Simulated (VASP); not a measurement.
# InP (F-43m) in VASP: further runs

The runs below take InP through single point, with PBE.

Program: VASP 6.6.1. These are calculated values, not measurements. Logs are shortened: lines on timing, memory, paths and dates and some standing lists are left out, and cuts for length are marked.

### Step 1. The crystal as given

The structure is cubic, space group F-43m (No. 216). The conventional cell has a = 5.861 Å, b = 5.861 Å, c = 5.861 Å, α = 90.00°, β = 90.00°, γ = 90.00°. Around In (site symmetry -43m) lie 4 P at 2.54 Å. P (site symmetry -43m) has 4 In at 2.54 Å as nearest neighbours.

### Step 2. Single point, PBE

INCAR

```
PREC = Accurate ; ENCUT = 400
EDIFF = 1E-7 ; ISMEAR = 0
SIGMA = 0.05 ; LREAL = False
LASPH = True ; NELM = 100
ALGO = Normal ; ISIF = 2
LWAVE = False ; LCHARG = False
GGA = PE ; NBANDS = 16
ADDGRID = False
```

KPOINTS

```
regular mesh
0
Gamma
  3 3 3
```

POSCAR

```
InP
1.0
    0.0000000000      2.9305000000      2.9305000000
    2.9305000000      0.0000000000      2.9305000000
    2.9305000000      2.9305000000      0.0000000000
In P
1 1
Direct
    0.0000000000      0.0000000000      0.0000000000
    0.7500000000      0.7500000000      0.7500000000
```

Potentials or basis: VASP PAW PBE potentials, release 64 (In_d, P_h).

Command:

```
$ cat potpaw_PBE.64/In_d/POTCAR potpaw_PBE.64/P_h/POTCAR > POTCAR
$ mpirun -np 1 vasp_std > vasp.out
```

OUTCAR:

```text
PREC = Accurate
   ENCUT = 400
   EDIFF = 1E-7
   ISMEAR = 0
   LREAL = False
   LASPH = True
   NELM = 100
   ISIF = 2
   GGA = PE

 Found      4 irreducible k-points:

 Following reciprocal coordinates:
            Coordinates               Weight
  0.000000  0.000000  0.000000      1.000000
  0.333333  0.000000  0.000000      8.000000
  0.333333  0.333333  0.000000      6.000000
 -0.333333  0.333333  0.000000     12.000000
   k-points           NKPTS =      4   k-points in BZ     NKDIM =      4   number of bands    NBANDS=     16
   number of dos      NEDOS =    301   number of ions     NIONS =      2
   total plane-waves  NPLWV =  21952
   dimension x,y,z NGX =    28 NGY =   28 NGZ =   28
   dimension x,y,z NGXF=    56 NGYF=   56 NGZF=   56
   ions per type =               1   1
   NGX,Y,Z   is equivalent  to a cutoff of  11.23, 11.23, 11.23 a.u.
   NGXF,Y,Z  is equivalent  to a cutoff of  22.46, 22.46, 22.46 a.u.
 SYSTEM =  unknown system
   PREC   = accura    normal or accurate (medium, high low for compatibility)
   ISTART =      0    job   : 0-new  1-cont  2-samecut
   ICHARG =      2    charge: 1-file 2-atom 10-const
   ISPIN  =      1    spin polarized calculation?
   LNONCOLLINEAR =      F non collinear calculations
   LSORBIT =      F    spin-orbit coupling
   LASPH  =      T    aspherical Exc in radial PAW
   ENCUT  =  400.0 eV  29.40 Ry    5.42 a.u.   6.76  6.76  6.76*2*pi/ulx,y,z
   NELM   =    100;   NELMIN=  2; NELMDL= -5     # of ELM steps
   EDIFF  = 0.1E-06   stopping-criterion for ELM
   LREAL  =      F    real-space projection
   EDIFFG = 0.1E-05   stopping-criterion for IOM
   NSW    =      0    number of steps for IOM
   IBRION =     -1    ionic relax: 0-MD 1-quasi-New 2-CG
   NFREE  =      0    steps in history (QN), initial steepest desc. (CG)
   ISIF   =      2    stress and relaxation
   ISYM   =      2    0-nonsym 1-usesym 2-fastsym
   POTIM  = 0.5000    time-step for ionic-motion
   TEBEG  =    0.0;   TEEND  =   0.0 temperature during run
   PSTRESS=    0.0 pullay stress
   NELECT =      18.0000    total number of electrons
   NUPDOWN=      -1.0000    fix difference up-down
   EMIN   =  10.00;   EMAX   =-10.00  energy-range for DOS
   EFERMI =   0.00;   METHOD = LEGACY
   ISMEAR =     0;   SIGMA  =   0.05  broadening in eV -4-tet -1-fermi 0-gaus
   EFERMI_NEDOS =   21; number of points for ismear=-14 and -15
   IALGO  =     38    algorithm
   IMIX   =      4    mixing-type and parameters
     AMIX     =   0.40;   BMIX     =  1.00
     AMIX_MAG =   1.60;   BMIX_MAG =  1.00
  volume/ion in A,a.u.               =      25.17       169.83
  Fermi-wavevector in a.u.,A,eV,Ry     =   1.162021  2.195901 18.371846  1.350293
  Thomas-Fermi vector in A             =   2.298587
   LORBIT       =      0    0 simple, 1 ext, 2 COOP (PROOUT), +10 PAW based schemes
   GGA     = PE    functional components
   LHFCALC =     F    Hartree Fock is set to
   AEXX    =    0.0000 exact exchange contribution
   IVDW    =     0    specifies the selected vdW correction
   LEPSILON=     F    determine dielectric tensor
   LRPA    =     F    only Hartree local field effects (RPA)
 non-spin polarized calculation
 Gauss-broadening in eV      SIGMA  =   0.05
  energy-cutoff  :      400.00
  volume of cell :       50.33
 maximum number of plane-waves:       941
   NGX = 13   NGY = 13   NGZ = 13

 number of electron      17.9999988 magnetization

 Free energy of the ion-electron system (eV)
  ---------------------------------------------------
  ext. energy  EPLUGINS =         0.00000000
  ---------------------------------------------------
  free energy    TOTEN  =        -7.98326907 eV

  energy without entropy =       -7.98326907  energy(sigma->0) =       -7.98326907

 E-fermi :   5.7794     XC(G=0):  -9.2635

 val. band max:        5.5209498233   @ k =   0.0000   0.0000   0.0000
 cond. band min:       6.1988970383   @ k =   0.0000   0.0000   0.0000
 fundamental gap:      0.6779472149
 Fermi energy:         5.7794134463

 k-point     1 :       0.0000    0.0000    0.0000
  band No.  band energies     occupation
      1      -8.7952      2.00000
      2      -8.7952      2.00000
      3      -8.7952      2.00000
      4      -8.6491      2.00000
      5      -8.6491      2.00000
      6      -6.0113      2.00000
[... 8 lines left out ...]
     15      14.8994      0.00000
     16      14.8994      0.00000

 k-point     2 :       0.3333    0.0000    0.0000
  band No.  band energies     occupation
      1      -8.8803      2.00000
      2      -8.7636      2.00000
      3      -8.7636      2.00000
      4      -8.6418      2.00000
      5      -8.6418      2.00000
      6      -4.8857      2.00000
[... 8 lines left out ...]
     15      14.5569      0.00000
     16      14.5569      0.00000

 k-point     3 :       0.3333    0.3333    0.0000
  band No.  band energies     occupation
      1      -8.9336      2.00000
      2      -8.7184      2.00000
      3      -8.7184      2.00000
      4      -8.6854      2.00000
      5      -8.6228      2.00000
      6      -4.5028      2.00000
[... 8 lines left out ...]
     15      15.7835      0.00000
     16      18.8377      0.00000

 k-point     4 :      -0.3333    0.3333    0.0000
  band No.  band energies     occupation
      1      -8.9295      2.00000
      2      -8.7353      2.00000
      3      -8.7165      2.00000
      4      -8.6625      2.00000
      5      -8.6369      2.00000
      6      -3.7591      2.00000
[... 8 lines left out ...]
     15      14.6790      0.00000
     16      18.6277      0.00000

------------------------ aborting loop because EDIFF is reached ----------------------------------------

  FORCE on cell =-STRESS in cart. coord.  units (eV):
  Direction    XX          YY          ZZ          XY          YZ          ZX
  --------------------------------------------------------------------------------------
  -------------------------------------------------------------------------------------
  Total        1.2882668      1.2882668      1.2882668      0.0000000      0.0000000      0.0000000
  in kB       41.0073034     41.0073034     41.0073034      0.0000000      0.0000000      0.0000000
  external PRESSURE =      41.0073034 kB  Pullay stress =       0.0000000 kB

 VOLUME and BASIS-vectors are now :
 -----------------------------------------------------------------------------
  energy-cutoff  :      400.00
  volume of cell :       50.33
      direct lattice vectors                 reciprocal lattice vectors
     0.000000000  2.930500000  2.930500000    -0.170619348  0.170619348  0.170619348
     2.930500000  0.000000000  2.930500000     0.170619348 -0.170619348  0.170619348
     2.930500000  2.930500000  0.000000000     0.170619348  0.170619348 -0.170619348

 POSITION                                       TOTAL-FORCE (eV/Angst)
 -----------------------------------------------------------------------------------
      0.00000      0.00000      0.00000        -0.000000      0.000000     -0.000000
      4.39575      4.39575      4.39575         0.000000     -0.000000      0.000000
 -----------------------------------------------------------------------------------
    total drift:                               -0.000000     -0.000000      0.000000

  FREE ENERGIE OF THE ION-ELECTRON SYSTEM (eV)
  ---------------------------------------------------
  free  energy   TOTEN  =        -7.9832690672 eV

  energy  without entropy=       -7.9832690672  energy(sigma->0) =       -7.98326907
```

Wall time 3.5 s (1 thread of Intel Xeon Platinum 8488C (Sapphire Rapids), shared host); peak memory 0.14 GiB.

These settings aren't checked as converged: the numbers below hold their error.

Results:

```
Free energy            : -7.9833 eV
Band gap on the k mesh : 0.68 eV, direct
```

Caveat: the k mesh is coarse (spacing up to 0.62 Å⁻¹), so the values aren't converged; the cutoff is under 1.25 times the usual one of these potentials, so pressure, stress and relaxed cells hold a basis-set (Pulay) error; spin-orbit coupling is left out, which moves the levels of the heavy elements.

### Step 3. Single point, PBE

INCAR, as its differences from that of step 2:

```diff
@@ -1,2 +1,2 @@
-PREC = Accurate ; ENCUT = 400
+PREC = Accurate ; ENCUT = 600
 EDIFF = 1E-7 ; ISMEAR = 0
```

KPOINTS is that of step 2.

POSCAR is that of step 2.

Potentials or basis: VASP PAW PBE potentials, release 64 (In_d, P_h).

Command:

```
$ cat potpaw_PBE.64/In_d/POTCAR potpaw_PBE.64/P_h/POTCAR > POTCAR
$ mpirun -np 1 vasp_std > vasp.out
```

Wall time 5.5 s (1 thread of Intel Xeon Platinum 8488C (Sapphire Rapids), shared host); peak memory 0.19 GiB.

The run converged, but some of its settings lie outside the range that counts as converged, so its numbers aren't taken as properties of the crystal.

Results:

| Quantity | Value |
| --- | --- |
| Free energy | -7.9853 eV |
| Pressure | 4.2 GPa |
| Band gap on the k mesh | 0.68 eV, direct |

Caveat: the k mesh is coarse (spacing up to 0.62 Å⁻¹), so the values aren't converged; spin-orbit coupling is left out, which moves the levels of the heavy elements.

### Step 4. Single point, PBE

INCAR, as its differences from that of step 3:

```diff
@@ -1,2 +1,2 @@
-PREC = Accurate ; ENCUT = 600
+PREC = Accurate ; ENCUT = 700
 EDIFF = 1E-7 ; ISMEAR = 0
```

KPOINTS is that of step 3.

POSCAR is that of step 3.

Command:

```
$ cat potpaw_PBE.64/In_d/POTCAR potpaw_PBE.64/P_h/POTCAR > POTCAR
$ mpirun -np 1 vasp_std > vasp.out
```

It took 5.6 s on 1 thread of Intel Xeon Platinum 8488C (Sapphire Rapids), shared host; peak memory 0.19 GiB.

These settings aren't checked as converged: the numbers below hold their error.

Results:

```yaml
Free_energy: -7.9855 eV
Pressure: 4.2 GPa
Band_gap_on_the_k_mesh: 0.68 eV, direct
```

Caveat: the k mesh is coarse (spacing up to 0.62 Å⁻¹), so the values aren't converged; spin-orbit coupling is left out, which moves the levels of the heavy elements.

### Step 5. The reference run

An earlier run on the cell as given: functional PBEsol; potentials or basis VASP PAW PBE potentials, release 64 (In_d, P); cutoff 520 eV; k mesh 8 × 8 × 8; occupations fermi-dirac, width 0.05 eV; no spin polarisation.

- Pressure: 0.6 GPa
- Band gap on the k mesh: 0.61 eV, direct
